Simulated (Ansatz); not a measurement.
Ansatz input file:

```yaml
crystal:
  lattice:
    - [2.803115028, 0.0, 0.0]
    - [0.0, 2.803115028, 0.0]
    - [0.0, 0.0, 2.803115028]
  atoms:
    - { symbol: Se, position: [0.0, 0.0, 0.0] }
basis:
  ecutwfc: 420
kpoints:
  mp_grid: { grid: [14, 14, 14] }
hamiltonian:
  xc: pbe
scf:
  occupations: { method: gaussian, width: 0.1 }
output:
  forces: true
  stress: true
  eigenvalues: true
  write_density: true
  write_potential: true
  elf: true
  volumetric_format: npy
```

Run as
```bash
ansatz run input.yaml --threads 1 --pin off --max-ram 1331MiB --backend cpu --events-out ev --progress --plain --runs-dir out
```

The calculation used Ansatz 0.2.0, DFT PBE, scalar-relativistic, plane waves, PAW.

Part of what the program printed, abridged:

```
Pseudopotentials: kind: paw
Pseudopotential: Se, paw, valence charge 16, recommended cutoff 420 eV (normal)
Functional definition: PBE
Crystal: 1 atom, lattice volume = 22.025 Å³
Basis set: ecut = 420 eV, 437 PW (Γ), exchange–correlation on 40×40×40 points (8 copies of the dense FFT grid, shifted against one another)
Bands: 12, of which v1, the nominal top of the filled ones, is band 8 counted from 1 (7 counted from 0)
Symmetry: 48 space group operations
Space group: Pm-3m (ITA 221), of the structure as read, at distance tolerance 2.8e-5 Å
k-points: 120 of 2744
Initial density: superposition of atomic densities (neutral atoms: chi_scale 0, normalization atom), corrected by the library's trained network
Initial wavefunctions: pseudopotential atomic-orbital guess
Functional: x = pbe(κ = 0.804, μ = 0.21951497), c = pbe(β = 0.06672455)
SCF iter   1: F=—  HF=-5468.904997 eV  |F-HF|=—  |Δ(HF+E_count)|=         —  Δρ=1.26e-3  dr2=3.54e-4  ethr=1.77e-3  ⟨swp⟩=5.2  Hψ=8607  notcnv=0
SCF iter   2: F=—  HF=-5468.905127 eV  |F-HF|=—  |Δ(HF+E_count)|=   1.30e-4  Δρ=5.26e-4  dr2=3.42e-5  ethr=2.21e-6  ⟨swp⟩=2.5  Hψ=3246  notcnv=0
SCF iter   3: F=—  HF=-5468.905172 eV  |F-HF|=—  |Δ(HF+E_count)|=   4.49e-5  Δρ=1.98e-4  dr2=5.18e-6  ethr=2.14e-7  ⟨swp⟩=2.0  Hψ=2363  notcnv=0
SCF iter   4: F=—  HF=-5468.905185 eV  |F-HF|=—  |Δ(HF+E_count)|=   1.31e-5  Δρ=4.31e-5  dr2=2.12e-7  ethr=3.24e-8  ⟨swp⟩=2.0  Hψ=1750  notcnv=0
SCF iter   5: F=-5468.905186 eV  HF=-5468.905186 eV  |F-HF|=6.01e-9  |Δ(HF+E_count)|=   9.18e-7  Δρ=3.90e-6  dr2=1.98e-9  ethr=1.32e-9  ⟨swp⟩=2.0  Hψ=2367  notcnv=0
SCF iter   6: F=-5468.905186 eV  HF=-5468.905186 eV  |F-HF|=1.27e-11  |Δ(HF+E_count)|=   7.24e-9  Δρ=3.54e-7  dr2=2.43e-11  ethr=1.24e-11  ⟨swp⟩=5.0  Hψ=7075  notcnv=0
SCF 1 converged in 6 iterations: F = -5468.905186 eV  dr2 = 2.43e-11
SCF converged after 6 iterations
Free energy (F): -5468.905186 eV
Harris-Foulkes:  -5468.905186 eV  (|F-HF|=1.27e-11)
Internal energy: -5468.902818 eV  (E = F + TS)
E sigma→0 (E₀):  -5468.904002 eV
Entropy (-TS):   -0.002368 eV (-2.368 meV/atom)
Fermi energy:    10.212645 eV
--- Per-component energies (eV) ---
  E_band       = -362.730192
  E_kinetic    = 116.899839
  E_local      = -2215.390578  (includes V_loc(G=0)·N_el)
  E_nonlocal   = -594.012615
  E_hartree    = 1105.151569
  E_xc         = -103.700160
  E_vxc        = -97.512786  (∫ρ·V_xc dr)
  E_paw        = -1912.219424  (= ΣΔE_a)
  E_vpaw       = 216.983083  (= ΣTr[D̂ρ^β])
  E_aug_tail   = -0.000569  (compensation charges beyond the density's cutoff)
  E_ewald      = -1865.630882
  E_smearing   = -0.002368  (= −TS)
--- Forces (eV/Å), atoms counted from 1 ---
  atom   1  Se     0.00000000     0.00000000     0.00000000
--- Stress (GPa, compression-positive) ---
        2.138199       0.000000       0.000000
        0.000000       2.138199       0.000000
        0.000000       0.000000       2.138199
  P = ⅓ Tr σ = 2.1382 GPa (21.382 kbar)
--- Band table (eV; the first three rows and the last of 120) ---
  k-point 0: bands = ["-38.3832", "-38.3832", "-38.3576", "-38.3576", "-38.3576", "-6.0443", "11.6551", "11.6551", "11.6551", "17.9888", "17.9888", "18.2300"]
  k-point 1: bands = ["-38.3831", "-38.3819", "-38.3579", "-38.3579", "-38.3576", "-5.9695", "10.8362", "11.7144", "11.7144", "18.0643", "18.2309", "19.0549"]
  k-point 2: bands = ["-38.3830", "-38.3782", "-38.3588", "-38.3588", "-38.3575", "-5.7493", "9.1629", "11.8861", "11.8861", "18.2871", "18.5061", "21.1674"]
  k-point 119: bands = ["-38.3712", "-38.3712", "-38.3712", "-38.3420", "-38.3420", "0.4675", "6.8030", "6.8030", "6.8030", "16.0065", "16.0065", "16.0065"]
```

The calculation finished and met its thresholds.

Spin polarisation was left out, and a magnetic state may lie lower.